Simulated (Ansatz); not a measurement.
## Conductance against length: (CH2)2 chain with nitrile ends, between Au (111) faces with adatoms, and longer members

How fast does the conductance fall as the molecule grows?

Calculated with Ansatz 0.2.0; DFT PBE, plane waves, PAW; relaxation of a junction, electrodes held but for their tips, in the first sound run; inputs show where later runs differ.

**1. The starting structure**

The cell holds 57 atoms: 47 Au, 2 N, 4 C and 4 H. Cell: a = 8.825 Å, b = 8.825 Å, c = 24.369 Å, α = 90.0°, β = 90.0°, γ = 60.0°. Electrodes: Au (111) 3x3 face with an adatom; the apex atoms were set 10.295 Å apart; the free molecule is N#CCCC#N. Regions: lower lead, 28 atoms (28 Au); bridge, 10 atoms (2 N, 4 C and 4 H); upper lead, 19 atoms (19 Au). The structure is stacked along c, and the current runs across the ab planes.

**2. Relaxing the junction, 57 atoms, molecule alkane C2, nitrile ends, units 2**

The bridge and the electrodes' tips relax, while 45 atoms stay at the lead's spacing, so that the ends still repeat as a lead.

File input.yaml:

```yaml
crystal:
  lattice:
    - [8.8246926292, 0.0, 0.0]
    - [4.4123463146, 7.6424079975, 0.0]
    - [0.0, 0.0, 24.3694031201]
  atoms:
    - { symbol: Au, position: [0.833333333, 0.833333333, 0.0] }
    - { symbol: Au, position: [0.833333333, 0.166666667, 0.0] }
    - { symbol: Au, position: [0.833333333, 0.5, 0.0] }
    - { symbol: Au, position: [0.166666667, 0.833333333, 0.0] }
    - { symbol: Au, position: [0.166666667, 0.166666667, 0.0] }
    - { symbol: Au, position: [0.166666667, 0.5, 0.0] }
    - { symbol: Au, position: [0.5, 0.833333333, 0.0] }
    - { symbol: Au, position: [0.5, 0.166666667, 0.0] }
    - { symbol: Au, position: [0.5, 0.5, 0.0] }
    - { symbol: Au, position: [0.944444444, 0.944444444, 0.098557076] }
    - { symbol: Au, position: [0.944444444, 0.277777778, 0.098557076] }
    - { symbol: Au, position: [0.944444444, 0.611111111, 0.098557076] }
    - { symbol: Au, position: [0.277777778, 0.944444444, 0.098557076] }
    - { symbol: Au, position: [0.277777778, 0.277777778, 0.098557076] }
    - { symbol: Au, position: [0.277777778, 0.611111111, 0.098557076] }
    - { symbol: Au, position: [0.611111111, 0.944444444, 0.098557076] }
    - { symbol: Au, position: [0.611111111, 0.277777778, 0.098557076] }
    - { symbol: Au, position: [0.611111111, 0.611111111, 0.098557076] }
    - { symbol: Au, position: [0.055555556, 0.055555556, 0.197114152] }
    - { symbol: Au, position: [0.055555556, 0.388888889, 0.197114152] }
    - { symbol: Au, position: [0.055555556, 0.722222222, 0.197114152] }
    - { symbol: Au, position: [0.388888889, 0.055555556, 0.197114152] }
    - { symbol: Au, position: [0.388888889, 0.388888889, 0.197114152] }
    - { symbol: Au, position: [0.388888889, 0.722222222, 0.197114152] }
    - { symbol: Au, position: [0.722222222, 0.055555556, 0.197114152] }
    - { symbol: Au, position: [0.722222222, 0.388888889, 0.197114152] }
    - { symbol: Au, position: [0.722222222, 0.722222222, 0.197114152] }
    - { symbol: Au, position: [0.5, 0.5, 0.288772233] }
    - { symbol: "N", position: [0.463810447, 0.499999922, 0.378711038] }
    - { symbol: C, position: [0.444864149, 0.499999882, 0.425796655] }
    - { symbol: C, position: [0.423600453, 0.499999842, 0.485463032] }
    - { symbol: C, position: [0.576399552, 0.499999851, 0.51453696] }
    - { symbol: C, position: [0.555135892, 0.499999868, 0.574203341] }
    - { symbol: "N", position: [0.53618958, 0.499999913, 0.621288959] }
    - { symbol: H, position: [0.299804448, 0.615149885, 0.497587664] }
    - { symbol: H, position: [0.414954497, 0.384849795, 0.497587664] }
    - { symbol: H, position: [0.700195547, 0.384849797, 0.502412323] }
    - { symbol: H, position: [0.58504545, 0.615149918, 0.502412311] }
    - { symbol: Au, position: [0.5, 0.5, 0.711227767] }
    - { symbol: Au, position: [0.277777778, 0.277777778, 0.802885848] }
    - { symbol: Au, position: [0.277777778, 0.611111111, 0.802885848] }
    - { symbol: Au, position: [0.277777778, 0.944444444, 0.802885848] }
    - { symbol: Au, position: [0.611111111, 0.277777778, 0.802885848] }
    - { symbol: Au, position: [0.611111111, 0.611111111, 0.802885848] }
    - { symbol: Au, position: [0.611111111, 0.944444444, 0.802885848] }
    - { symbol: Au, position: [0.944444444, 0.277777778, 0.802885848] }
    - { symbol: Au, position: [0.944444444, 0.611111111, 0.802885848] }
    - { symbol: Au, position: [0.944444444, 0.944444444, 0.802885848] }
    - { symbol: Au, position: [0.388888889, 0.388888889, 0.901442924] }
    - { symbol: Au, position: [0.388888889, 0.722222222, 0.901442924] }
    - { symbol: Au, position: [0.388888889, 0.055555556, 0.901442924] }
    - { symbol: Au, position: [0.722222222, 0.388888889, 0.901442924] }
    - { symbol: Au, position: [0.722222222, 0.722222222, 0.901442924] }
    - { symbol: Au, position: [0.722222222, 0.055555556, 0.901442924] }
    - { symbol: Au, position: [0.055555556, 0.388888889, 0.901442924] }
    - { symbol: Au, position: [0.055555556, 0.722222222, 0.901442924] }
    - { symbol: Au, position: [0.055555556, 0.055555556, 0.901442924] }
kpoints:
  mp_grid: { grid: [2, 2, 1] }
scf:
  occupations: { method: fermi_dirac, width: 0.1 }
hamiltonian:
  xc: pbe
relax:
  constraints:
    - { sites: [0, 1, 2, 3, 4, 5, 6, 7, 8, 9, 10, 11, 12, 13, 14, 15, 16, 17, 18, 19, 20, 21, 22, 23, 24, 25, 26, 39, 40, 41, 42, 43, 44, 45, 46, 47, 48, 49, 50, 51, 52, 53, 54, 55, 56] }
  f_tol: 0.05
  max_steps: 35
```

Run with:

```sh
$ ansatz run input.yaml --threads 16 --pin off --max-ram 61440MiB --backend cuda --events-out ev --progress --plain --runs-dir out --max-vram 78GiB
```

Numbers of over 12 decimals in the logs are rounded to 6 here.

The program printed:

```text
Warning: the atoms were moved onto the symmetric positions of the space group found under crystal.symmetry.tolerance 1.0e-5 (fractional; no operation is sought that the atoms, as they stand in a round, miss by more than twice it, and no atom is moved by as much as it), and the run uses the moved positions. Before a round's move an operation carried an atom to 2.46e-6 Å from where it should land, the largest such dist [...]
[...]
SCF 1 converged in 8 iterations: F = -619844.058979 eV  dr2 = 6.12e-6
[...]
SCF 2 converged in 6 iterations: F = -619844.109498 eV  dr2 = 5.44e-6
[...]
SCF 3 converged in 6 iterations: F = -619844.129082 eV  dr2 = 1.12e-6
[...]
SCF 4 converged in 7 iterations: F = -619844.145846 eV  dr2 = 3.62e-7
[...]
SCF 5 converged in 5 iterations: F = -619844.148071 eV  dr2 = 4.42e-6
[...]
SCF 6 converged in 6 iterations: F = -619844.148604 eV  dr2 = 3.85e-8
[...]
SCF converged after 6 iterations
[...]
F+E_penalty+E_count = -619844.14860426 eV   max|allowed force component| = 1.879e-2 eV/Å
  atoms:
    - { symbol: Au, position: [0.833333, 0.833333, 3.627702422964224e-17] }
    - { symbol: Au, position: [0.833333, 0.166667, 3.627702422964224e-17] }
    - { symbol: Au, position: [0.833333, 0.5, 3.627702422964224e-17] }
    - { symbol: Au, position: [0.166667, 0.833333, 3.627702422964224e-17] }
    - { symbol: Au, position: [0.166667, 0.166667, 3.627702422964224e-17] }
    - { symbol: Au, position: [0.166667, 0.5, 3.627702422964224e-17] }
    - { symbol: Au, position: [0.5, 0.833333, 3.627702422964224e-17] }
    - { symbol: Au, position: [0.5, 0.166667, 3.627702422964224e-17] }
    - { symbol: Au, position: [0.5, 0.5, 3.627702422964224e-17] }
    - { symbol: Au, position: [0.944444, 0.944444, 0.098557] }
    - { symbol: Au, position: [0.944444, 0.277778, 0.098557] }
    - { symbol: Au, position: [0.944444, 0.611111, 0.098557] }
    - { symbol: Au, position: [0.277777778, 0.944444, 0.098557] }
    - { symbol: Au, position: [0.277778, 0.277778, 0.098557] }
    - { symbol: Au, position: [0.277777778, 0.611111, 0.098557] }
    - { symbol: Au, position: [0.611111111, 0.944444, 0.098557] }
    - { symbol: Au, position: [0.611111111, 0.277778, 0.098557] }
    - { symbol: Au, position: [0.611111111, 0.611111, 0.098557] }
    - { symbol: Au, position: [0.055556, 0.055556, 0.197114] }
    - { symbol: Au, position: [0.055556, 0.388889, 0.197114] }
    - { symbol: Au, position: [0.055556, 0.722222, 0.197114] }
    - { symbol: Au, position: [0.388889, 0.055556, 0.197114] }
    - { symbol: Au, position: [0.388889, 0.388889, 0.197114] }
    - { symbol: Au, position: [0.388889, 0.722222, 0.197114] }
    - { symbol: Au, position: [0.722222, 0.055556, 0.197114] }
    - { symbol: Au, position: [0.722222, 0.388889, 0.197114] }
    - { symbol: Au, position: [0.722222, 0.722222, 0.197114] }
    - { symbol: Au, position: [0.499133, 0.500122, 0.287548] }
    - { symbol: N, position: [0.497402, 0.499938, 0.375907] }
    - { symbol: C, position: [0.470037, 0.499901, 0.422639] }
    - { symbol: C, position: [0.429850, 0.499848, 0.480783] }
    - { symbol: C, position: [0.570150, 0.500152, 0.519217] }
    - { symbol: C, position: [0.529963, 0.500099, 0.577361] }
    - { symbol: N, position: [0.502598, 0.500062, 0.624093] }
    - { symbol: H, position: [0.301273, 0.615439, 0.489037] }
    - { symbol: H, position: [0.417346, 0.383984, 0.489049] }
    - { symbol: H, position: [0.698727, 0.384561, 0.510963] }
    - { symbol: H, position: [0.582654, 0.616016, 0.510951] }
    - { symbol: Au, position: [0.500867, 0.499878, 0.712452] }
    - { symbol: Au, position: [0.277778, 0.277778, 0.802886] }
    - { symbol: Au, position: [0.277777778, 0.611111, 0.802886] }
    - { symbol: Au, position: [0.277777778, 0.944444, 0.802886] }
    - { symbol: Au, position: [0.611111111, 0.277778, 0.802886] }
    - { symbol: Au, position: [0.611111111, 0.611111, 0.802886] }
    - { symbol: Au, position: [0.611111111, 0.944444, 0.802886] }
    - { symbol: Au, position: [0.944444, 0.277778, 0.802886] }
    - { symbol: Au, position: [0.944444, 0.611111, 0.802886] }
    - { symbol: Au, position: [0.944444, 0.944444, 0.802886] }
    - { symbol: Au, position: [0.388889, 0.388889, 0.901443] }
    - { symbol: Au, position: [0.388889, 0.722222, 0.901443] }
    - { symbol: Au, position: [0.388889, 0.055556, 0.901443] }
    - { symbol: Au, position: [0.722222, 0.388889, 0.901443] }
    - { symbol: Au, position: [0.722222, 0.722222, 0.901443] }
    - { symbol: Au, position: [0.722222, 0.055556, 0.901443] }
    - { symbol: Au, position: [0.055556, 0.388889, 0.901443] }
    - { symbol: Au, position: [0.055556, 0.722222, 0.901443] }
    - { symbol: Au, position: [0.055556, 0.055556, 0.901443] }
```

It took 8.2 s on 1 × NVIDIA GB200 with 16 threads of Arm Neoverse V2, shared host; peak memory 1.6 GiB; 24 s of CPU time.

This run has no spin polarisation although its electron count is odd.

Relaxation path:

```csv
step,energy less that of the first step (eV),largest force component (eV/Å)
1,0.0000,0.6088
2,-0.0505,0.2160
3,-0.0701,0.1454
4,-0.0869,0.1036
5,-0.0891,0.0638
6,-0.0896,0.0188
```

The atoms that moved most (Å):

```csv
atom,dx,dy,dz,length
N29,0.296,0.000,-0.068,0.304
N34,-0.296,0.000,0.068,0.304
C30,0.222,-0.001,-0.077,0.235
C33,-0.222,0.001,0.077,0.235
H38,-0.017,0.007,0.208,0.209
H36,0.017,-0.007,-0.208,0.209
H37,-0.014,-0.002,0.208,0.209
H35,0.014,0.002,-0.208,0.209
```

This step gave:

| Property | Result |
| --- | --- |
| energy at zero smearing | -619843.6588 eV |

The largest force component on a free atom ends at 0.019 eV/Å, under the limit of 0.05. The apex atoms end 10.35 Å apart, and their nearest bridge atoms lie at 2.15 Å (Au–N) and 2.15 Å (Au–N).

**3. Transmission between the leads, 57 atoms, molecule alkane C2, nitrile ends, units 2**

This step: DFT PBE, plane waves, PAW; transmission of a junction between electrodes (Ansatz 0.2.0).

The cell is now read as a scatterer between two semi-infinite leads, named by two sites one period apart. The scattering states in its self-consistent potential are matched to the leads' states at each energy. A mesh across the current samples the surface zone of the faces.

Edit input.yaml of step 2 so:

```diff
@@ -33,14 +33,14 @@
     - { symbol: Au, position: [0.722222222, 0.722222222, 0.197114152] }
-    - { symbol: Au, position: [0.5, 0.5, 0.288772233] }
-    - { symbol: "N", position: [0.463810447, 0.499999922, 0.378711038] }
-    - { symbol: C, position: [0.444864149, 0.499999882, 0.425796655] }
-    - { symbol: C, position: [0.423600453, 0.499999842, 0.485463032] }
-    - { symbol: C, position: [0.576399552, 0.499999851, 0.51453696] }
-    - { symbol: C, position: [0.555135892, 0.499999868, 0.574203341] }
-    - { symbol: "N", position: [0.53618958, 0.499999913, 0.621288959] }
-    - { symbol: H, position: [0.299804448, 0.615149885, 0.497587664] }
-    - { symbol: H, position: [0.414954497, 0.384849795, 0.497587664] }
-    - { symbol: H, position: [0.700195547, 0.384849797, 0.502412323] }
-    - { symbol: H, position: [0.58504545, 0.615149918, 0.502412311] }
-    - { symbol: Au, position: [0.5, 0.5, 0.711227767] }
+    - { symbol: Au, position: [0.4991333142, 0.5001223983, 0.2875477174] }
+    - { symbol: "N", position: [0.497401979, 0.499938112, 0.3759074139] }
+    - { symbol: C, position: [0.4700368084, 0.4999008719, 0.4226387784] }
+    - { symbol: C, position: [0.4298504186, 0.4998475382, 0.4807825644] }
+    - { symbol: C, position: [0.5701495814, 0.5001524618, 0.5192174356] }
+    - { symbol: C, position: [0.5299631916, 0.5000991281, 0.5773612216] }
+    - { symbol: "N", position: [0.502598021, 0.500061888, 0.6240925861] }
+    - { symbol: H, position: [0.3012726033, 0.6154389999, 0.4890368851] }
+    - { symbol: H, position: [0.417346238, 0.3839835609, 0.4890485441] }
+    - { symbol: H, position: [0.6987273967, 0.3845610001, 0.5109631149] }
+    - { symbol: H, position: [0.582653762, 0.6160164391, 0.5109514559] }
+    - { symbol: Au, position: [0.5008666858, 0.4998776017, 0.7124522826] }
     - { symbol: Au, position: [0.277777778, 0.277777778, 0.802885848] }
@@ -64,3 +64,3 @@
 kpoints:
-  mp_grid: { grid: [2, 2, 1] }
+  mp_grid: { grid: [4, 4, 1] }
 scf:
@@ -69,6 +69,7 @@
   xc: pbe
-relax:
-  constraints:
-    - { sites: [0, 1, 2, 3, 4, 5, 6, 7, 8, 9, 10, 11, 12, 13, 14, 15, 16, 17, 18, 19, 20, 21, 22, 23, 24, 25, 26, 39, 40, 41, 42, 43, 44, 45, 46, 47, 48, 49, 50, 51, 52, 53, 54, 55, 56] }
-  f_tol: 0.05
-  max_steps: 35
+output:
+  transmission: { leads: [[48, 8]], e_range: [-0.7, 0.7], de: 0.035, kmesh: [4, 4] }
+  dos: { projected: true, e_range: [-5, 4] }
+  write_potential: true
+  write_density: true
+  volumetric_format: npy
```

The program printed:

```text
[...]
Crystal: 57 atoms, lattice volume = 1643.519 Å³
Basis set: ecut = 420 eV, 32115 PW (Γ)
Bands: 554, of which v1, the nominal top of the filled ones, is band 462 counted from 1 (461 counted from 0)
Symmetry: 2 space group operations
[...]
k-points: 10 of 16
[...]
SCF iter   1: F=—  HF=-619846.400717 eV  |F-HF|=—  |Δ(HF+E_count)|=         —  Δρ=3.66e-3  dr2=2.62e0  ethr=1.77e-3  ⟨swp⟩=6.0  Hψ=20775  notcnv=0  defer=269
[...]
SCF iter   6: F=—  HF=-619845.858357 eV  |F-HF|=—  |Δ(HF+E_count)|=   8.20e-3  Δρ=9.50e-5  dr2=2.45e-4  ethr=5.39e-7  ⟨swp⟩=3.0  Hψ=7867  notcnv=0  defer=574
[...]
SCF iter   8: F=—  HF=-619845.859748 eV  |F-HF|=—  |Δ(HF+E_count)|=   1.65e-2  Δρ=9.52e-6  dr2=6.12e-6  ethr=6.99e-9  ⟨swp⟩=2.0  Hψ=7866  notcnv=0  defer=575
[...]
SCF iter  10: F=-619845.859748 eV  HF=-619845.859748 eV  |F-HF|=1.16e-8  |Δ(HF+E_count)|=   3.04e-8  Δρ=1.20e-6  dr2=2.45e-8  ethr=1.08e-11  ⟨swp⟩=12.3  Hψ=21320  notcnv=0
SCF 1 converged in 10 iterations: F = -619845.859748 eV  dr2 = 2.45e-8
[...]
transmission: 36 of 360 steps passed
transmission: 73 of 360 steps passed
[...]
transmission: 360 of 360 steps passed
[...]
SCF converged after 10 iterations
[...]
--- Transmission ---
  basis      : 595 plane waves across, 36 finite elements along
  points     : 10, standing for a mesh of 4 x 4
  on the GPU : 10 of these points
  filling    : by the input's occupations and mesh, since the crystals that have channels conduct as metals do. If one of these is a semiconductor, that mesh has misplaced its level
  energies   : 41 from -0.700000 to 0.700000 eV about the Fermi level, 0.035000 eV apart; the leads are filled to 0.000000 eV, and channels, transmission and decay are at 0.000000 eV
  crystal 0  : Au9, at the sites [48, 8], period 2.4018 Å, over 12.01 Å; its Hamiltonian steps by up to 37.0 meV: too much for a lead, lay more layers or, if its atoms are ordered, name the step of that order
    offset         : up to 0.0000 Å between an atom of the period and one for which it stands
    filled         : 46.5 meV under the level at which it is neutral
    channels       : 7.687500e0 a spin
    conductance    : 8.7887e14 S/m² at 300 K; may be off by some 0.0 % by where its bands' edges are placed, 11.6 % from the k-mesh, 0.0 % from the distance to neutral
  junction   : crystal 0 to crystal 0, 0.50 to 22.47 Å
    transmission   : 1.006090e-3 a spin
    conductance    : 1.2015e11 S/m² at 300 K (9.0083e10 on every other point, 1.1915e11 on every other energy)
    error estimate : 0.8 % from the energy spacing and 115.7 % from band edges of the leads and from resonances (wavevectors taken as independent; lower de), 44.5 % from the k-mesh, 30.5 % from the steps of its leads' Hamiltonians or their offsets (lay more layers), 14.6 % from the distance to neutral
    resistance     : 8.3215e0 Ω µm² beyond half of each lead's own
```

Wall time 3.6 min (1 × NVIDIA GB200 with 16 threads); peak memory 15 GiB.

In the SCF lines HF is the Harris–Foulkes energy and dr2 the Hartree energy of the density residual, in eV; the loop may stop once dr2 is under the threshold and the program's other checks hold. Hψ counts applications of the Hamiltonian.

Numbers from this step:

```
energy at zero smearing                                      : -619845.6024 eV
transmission at the energy nearest the Fermi level, one spin : 0.001006
step of the lead's Hamiltonian                               : 37 meV
conductance of the junction                                  : 0.001046 G₀
conductance of the bulk lead, a 3×3 cell, mean over the mesh : 7.650 G₀
channels of the bulk lead, one spin, mean over the mesh      : 7.688
```

The transmission, one spin by energy, zero at the Fermi level:

```csv
energy (eV),"transmission, one spin"
-0.700,2.3e-4
-0.665,2.4e-4
-0.595,3.1e-4
-0.560,3.5e-4
-0.490,4.4e-4
-0.455,4.4e-4
-0.420,4.2e-4
-0.350,4.4e-4
-0.315,4.4e-4
-0.280,4.9e-4
-0.210,6.0e-4
-0.175,7.1e-4
-0.105,7.7e-4
-0.070,9.0e-4
-0.035,9.4e-4
0.000,0.00101
0.035,0.00109
0.070,0.00126
0.105,0.00146
0.175,0.00189
0.210,0.00230
0.245,0.00338
0.280,0.00308
0.315,0.00226
0.350,0.00215
0.420,0.00257
0.455,0.0029
0.490,0.00330
0.560,0.00430
0.595,0.00503
0.665,0.00703
0.700,0.00851
```

The open channels of the lead, one spin by energy, zero at the Fermi level:

```csv
energy (eV),"open channels of the lead, one spin"
-0.700,5.69
-0.665,5.69
-0.595,5.81
-0.560,5.81
-0.490,5.81
-0.455,5.81
-0.420,5.81
-0.350,6.56
-0.315,6.44
-0.280,6.44
-0.210,7.69
-0.175,7.44
-0.105,7.69
-0.070,7.56
-0.035,7.69
0.000,7.69
0.035,7.69
0.070,7.69
0.105,7.44
0.175,7.69
0.210,7.69
0.280,7.31
0.315,7.31
0.350,7.31
0.420,7.31
0.455,7.31
0.490,7.31
0.560,7.31
0.595,7.31
0.665,7.31
0.700,7.31
```

The planar mean of the electrostatic potential energy, less the Fermi level by z:

```csv
z (Å),"planar mean of the electrostatic potential energy, less the Fermi level (eV)"
0.0,-16.2
0.5,-10.5
1.0,-0.0695
1.5,-1.27
2.0,-12.5
2.5,-15.9
3.0,-8.29
3.5,0.685
4.0,-3.23
4.5,-13.8
5.0,-15.1
5.5,-5.42
6.0,2.43
6.5,2.85
7.0,2.42
7.5,2.83
8.0,3.71
8.5,3.61
9.0,2.57
9.5,2.44
10.0,2.00
10.5,1.51
11.0,1.82
11.5,0.800
12.0,0.0203
12.5,-0.0396
13.0,1.18
13.5,1.88
14.0,1.43
14.5,2.32
15.0,2.34
15.5,2.83
16.0,3.80
16.5,3.59
17.0,2.59
17.5,2.45
18.0,3.02
18.5,1.58
19.0,-8.48
19.5,-15.9
20.0,-11.7
20.5,-0.991
21.0,-0.426
21.5,-11.0
22.0,-15.9
22.5,-9.56
23.0,-0.170
23.5,-2.18
24.0,-12.7
```

By hand: the program gives 1.2015 × 10^11 S/m² over the cell's cross-section of 67.44 Å² = 6.744 × 10^-19 m², so one cell conducts 8.103 × 10^-8 S. Divided by G0 = 2e²/h = 7.748 × 10^-5 S this is 0.00105 G0, a resistance of 12341 kΩ.

The conductance is 0.00105 G₀. The value hangs on where a semilocal functional puts the molecule's levels, which is known only roughly. The lead's Hamiltonian steps by 37.0 meV, which the program calls too much for a lead. The largest term of the program's error estimate is 116 %, from band edges of the leads and from resonances.

[end of part 1 of 4]

[Logs are printed without paths, hosts, clocks, repeated set-up lines and the standing remarks that a program may print on its own settings, such as how far it seeks lower states.]

[Hosts, paths, dates, database ids (printed as entryN), source tags and the programs' standing remarks are cut or masked in the printed files.]
